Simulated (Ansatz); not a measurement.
# SnSe2 (P-3m1) in Ansatz: single point with PBE

Aim: the single point of SnSe2 with PBE.

Everything below comes from runs of Ansatz 0.2.0. Logs are shortened: lines on timing, memory, paths and dates and some standing lists are left out, and cuts for length are marked.

### Step 1. The structure

The structure is trigonal, space group P-3m1 (No. 164). Conventional cell: a = 3.811 Å, b = 3.811 Å, c = 6.136 Å, α = 90.00°, β = 90.00°, γ = 120.00°. Sn (site symmetry -3m) has 6 Se at 2.68 Å as nearest neighbours. Se (site symmetry 3m) has 3 Sn at 2.68 Å as nearest neighbours.

### Step 2. Single point, PBE

File input.yaml:

```yaml
crystal:
  lattice:
    - [3.811, 0.0, 0.0]
    - [-1.9055, 3.3004228138, 0.0]
    - [0.0, 0.0, 6.136]
  atoms:
    - { symbol: Sn, position: [0.0, 0.0, 0.0] }
    - { symbol: Se, position: [0.6666666667, 0.3333333333, 0.751] }
    - { symbol: Se, position: [0.3333333333, 0.6666666667, 0.249] }
hamiltonian:
  xc: pbe
  pseudopotentials: { kind: paw }
kpoints:
  mp_grid: { grid: [8, 8, 5] }
scf:
  occupations: { method: fermi_dirac, width: 0.05 }
basis:
  ecutwfc: "800 eV"
output:
  forces: true
  stress: true
  eigenvalues: true
```

Potentials or basis: Ansatz PAW.

On the command line:

```bash
ansatz run input.yaml --threads 2 --pin off --max-ram 5120MiB --backend cpu --events-out ev --progress --plain --runs-dir out
```

Log:

```text
Warning: RAYON_NUM_THREADS=2 ignored (pool sized by the plan → 2); use --threads N
Engine: ansatz 0.2.0, x86_64-unknown-linux-gnu
Pseudopotentials: kind: paw
Pseudopotential: Sn, paw, valence charge 14, recommended cutoff 420 eV (normal), Sn.paw.azcp
Pseudopotential: Se, paw, valence charge 16, recommended cutoff 420 eV (normal), Se.paw.azcp
Functional definition: PBE
  parameter kappa = 0.804
  parameter beta = 0.06672455060314922
  exchange = pbe_x(kappa = kappa, mu = beta*pi^2/3)
  correlation = pbe_c(beta = beta)
Crystal: 3 atoms, lattice volume = 77.178 Å³
Basis set: ecut = 800 eV, 3995 PW (Γ), exchange–correlation on 72×72×120 points (8 copies of the dense FFT grid, shifted against one another)
Bands: 28, of which v1, the nominal top of the filled ones, is band 23 counted from 1 (22 counted from 0)
Symmetry: 12 space group operations
Space group: P-3m1 (ITA 164), of the structure as read, at distance tolerance 4.3e-5 Å
k-points: 40 of 320
Non-local potential: Sn, projectors of the file, l = 0: 2, l = 1: 2, l = 2: 2, l = 3: 2
Non-local potential: Se, projectors of the file, l = 0: 2, l = 1: 2, l = 2: 3, l = 3: 1
PAW form: soft (Blöchl's): semilocal exchange-correlation on the pseudo side does not see the compensation charge
PAW one-centre angular grid: Sn, 590 points (default); XC on 64 Gauss nodes
PAW one-centre angular grid: Se, 590 points (default); XC on 64 Gauss nodes
Initial density: superposition of atomic densities (neutral atoms: chi_scale 0, normalization atom), corrected by the library's trained network
Initial wavefunctions: pseudopotential atomic-orbital guess
Functional: x = pbe(κ = 0.804, μ = 0.2195149727645171), c = pbe(β = 0.06672455060314922)
SCF iter   1: F=—  HF=-16963.277588 eV  |F-HF|=—  |Δ(HF+E_count)|=         —  Δρ=1.51e-3  dr2=2.59e-3  ethr=1.77e-3  ⟨swp⟩=6.7  Hψ=5123  notcnv=0
preconditioner: auto → Resta (q_TF=auto, 2.503 Å⁻¹)  ε∞=2.8  [insulator: Δε(μ)=0.829 eV  Ē_g=16.241 eV  σ=0.050 eV  W_gap=1.00  n_scr=22 (ndim 8)  ℏωp=21.6 eV  f_vac=0.081  D(μ)=0.00/eV (n_scr^D=0)  ε∞_Penn≈2.8]
SCF iter   2: F=—  HF=-16963.276356 eV  |F-HF|=—  |Δ(HF+E_count)|=   1.23e-3  Δρ=6.95e-4  dr2=2.36e-4  ethr=5.64e-6  ⟨swp⟩=3.0  Hψ=2429  notcnv=0  defer=1
SCF iter   3: F=—  HF=-16963.276448 eV  |F-HF|=—  |Δ(HF+E_count)|=   9.20e-5  Δρ=3.15e-4  dr2=3.88e-5  ethr=5.13e-7  ⟨swp⟩=2.0  Hψ=2022  notcnv=0  defer=1
SCF iter   4: F=—  HF=-16963.276489 eV  |F-HF|=—  |Δ(HF+E_count)|=   4.06e-5  Δρ=1.06e-4  dr2=5.03e-6  ethr=8.43e-8  ⟨swp⟩=2.0  Hψ=1422  notcnv=0  defer=1
SCF iter   5: F=—  HF=-16963.276494 eV  |F-HF|=—  |Δ(HF+E_count)|=   5.62e-6  Δρ=1.78e-5  dr2=2.45e-7  ethr=1.09e-8  ⟨swp⟩=2.0  Hψ=1422  notcnv=0  defer=1
SCF iter   6: F=-16963.276495 eV  HF=-16963.276495 eV  |F-HF|=3.59e-8  |Δ(HF+E_count)|=   2.67e-7  Δρ=6.60e-6  dr2=4.14e-8  ethr=2.17e-10  ⟨swp⟩=7.4  Hψ=4699  notcnv=0
SCF 1 converged in 6 iterations: F = -16963.276495 eV  dr2 = 4.14e-8
SCF converged after 6 iterations
Free energy (F): -16963.276495 eV
Harris-Foulkes:  -16963.276495 eV  (|F-HF|=3.59e-8)
Internal energy: -16963.276475 eV  (E = F + TS)
E sigma→0 (E₀):  -16963.276485 eV
Entropy (-TS):   -0.000020 eV (-0.007 meV/atom)
Fermi energy:    8.534165 eV
--- Per-component energies (eV) ---
  E_band       = -857.833252
  E_kinetic    = 426.755134
  E_local      = -6101.144217  (includes V_loc(G=0)·N_el)
  E_nonlocal   = -1222.413014
  E_hartree    = 3128.185842
  E_xc         = -590.534931
  E_vxc        = -292.290861  (∫ρ·V_xc dr)
  E_paw        = -7963.930664  (= ΣΔE_a)
  E_vpaw       = 74.890379  (= ΣTr[D̂ρ^β])
  E_aug_tail   = -0.000003  (compensation charges beyond the density's cutoff)
  E_ewald      = -4640.194622
  E_smearing   = -0.000020  (= −TS)
  E_closure    = -0.000000  (closes the sum)
  Σ components = -16963.276495   (vs F -16963.276495, Δ=0.00e0)
--- Forces (eV/Å), atoms counted from 1 ---
  atom   1  Sn     0.00000000     0.00000000     0.00000000
  atom   2  Se    -0.00000000    -0.00000000    -0.78556245
  atom   3  Se     0.00000000     0.00000000     0.78556245
  max |Σ_I F_I| component: 1.39e-17 eV/Å
--- Stress (GPa, compression-positive) ---
        5.025547       0.000000      -0.000000
       -0.000000       5.025547       0.000000
       -0.000000       0.000000       6.523000
  P = ⅓ Tr σ = 5.5247 GPa (55.247 kbar)
--- Band table (eV; the first three rows and the last of 40) ---
  k-point 0: bands = ["-38.6843", "-38.6843", "-38.6843", "-38.6843", "-38.6487", "-38.6487", "-38.6480", "-38.6480", "-38.6348", "-38.6345", "-13.1529", "-13.1529", "-13.1140", "-13.0995", "-13.0995", "-5.8859", "-4.1105", "2.0506", "7.4142", "7.4142", "7.7203", "7.7203", "8.1047", "9.2093", "11.0644", "12.7583", "12.7583", "16.2533"]
  k-point 1: bands = ["-38.6843", "-38.6843", "-38.6843", "-38.6843", "-38.6486", "-38.6486", "-38.6481", "-38.6481", "-38.6347", "-38.6345", "-13.1529", "-13.1529", "-13.1140", "-13.0995", "-13.0995", "-5.8335", "-4.2227", "2.3230", "7.2422", "7.3755", "7.3755", "7.7801", "7.7801", "9.8697", "11.0706", "12.6615", "12.6615", "16.4754"]
  k-point 2: bands = ["-38.6843", "-38.6843", "-38.6843", "-38.6843", "-38.6485", "-38.6485", "-38.6482", "-38.6482", "-38.6347", "-38.6346", "-13.1529", "-13.1529", "-13.1139", "-13.0995", "-13.0995", "-5.7341", "-4.4137", "2.8593", "6.2415", "7.3303", "7.3303", "7.8606", "7.8606", "10.4729", "11.0496", "12.5127", "12.5127", "16.3529"]
  k-point 39: bands = ["-38.6841", "-38.6840", "-38.6838", "-38.6838", "-38.6487", "-38.6485", "-38.6485", "-38.6483", "-38.6343", "-38.6343", "-13.1882", "-13.1599", "-13.1058", "-13.0895", "-13.0795", "-3.8788", "-3.6834", "0.7229", "3.7269", "4.0866", "4.7844", "7.4570", "7.7288", "10.3912", "12.9522", "13.1826", "14.4090", "15.5351"]
```

Wall time 6.5 s (2 threads of Intel Xeon Platinum 8259CL at 2.50GHz (Skylake/Cascade Lake), shared host); peak memory 0.67 GiB.

What came out:

| Item | Value |
| --- | --- |
| Free energy | -16963.2765 eV |
| Pressure | 5.5 GPa |
| Largest force | 0.786 eV/Å |
| Band gap on the k mesh | 0.81 eV, indirect (least direct gap 1.10 eV) |

Forces on the atoms (eV/Å):
```
Sn   0.000  0.000  0.000
Se   0.000  0.000 -0.786
Se   0.000  0.000  0.786
```

Stress tensor (GPa, compression positive):
```
5.03 0.00 0.00
0.00 5.03 0.00
0.00 0.00 6.52
```

Caveat: odd divisions of the mesh miss points on the zone boundary, where band edges often lie, so the gap on the mesh can be too wide; spin-orbit coupling is left out, which moves the levels of the heavy elements; this functional lacks dispersion, which binds the layers, so the pressure and a relaxed spacing across them are unreliable. A k mesh can miss the band edges.
